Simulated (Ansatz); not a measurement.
# Pt: energy along a strain

Pt, Fm-3m, a = 3.916 Å (as given, not relaxed at this level: 11.6 GPa). Ansatz: PBE, PAW, 420 eV, Γ-centred 20×20×20 mesh on 1 atom, Gaussian smearing 0.15 eV; no spin polarisation. Cell vectors (Å): 0.000 1.958 1.958; 1.958 0.000 1.958; 1.958 1.958 0.000. The cell is strained by x per cent times the pattern (0 0 0 0 0 1) in the order xx yy zz yz xz xy (engineering shears), with fractional coordinates held. y is the free energy over the start, V0 = 15.011 Å³/atom. Symmetry makes y even in x.

| x (%) | y (meV/atom) |
| --- | --- |
| -6.00 | ? |
| -3.00 | 3.92 |
| 0.00 | 0.00 |
| 1.50 | 0.97 |
| 3.75 | 6.17 |
| 4.50 | 8.95 |
| 5.25 | 12.30 |

Question: Fit y = c2 x² + c4 x⁴ to the other rows, get the stiffness along the pattern, and predict the missing energy.

Answer: Least squares on the rows shown. y = 0.43053 x² + 0.00056989 x⁴. The clamped-ion stiffness p·C·p = 2 × 4.305 eV × 160.2 / 15.011 Å³ = 92 GPa, which is C66 in these axes (C44 of the cubic crystal) (second derivative at the start, which stands under stress). At x = -6.00 the fit asked for gives 16.24 meV/atom. The run gave 16.24 meV/atom, the same to the digits shown.

Spin–orbit coupling is left out, which can shift energies with elements as heavy as these.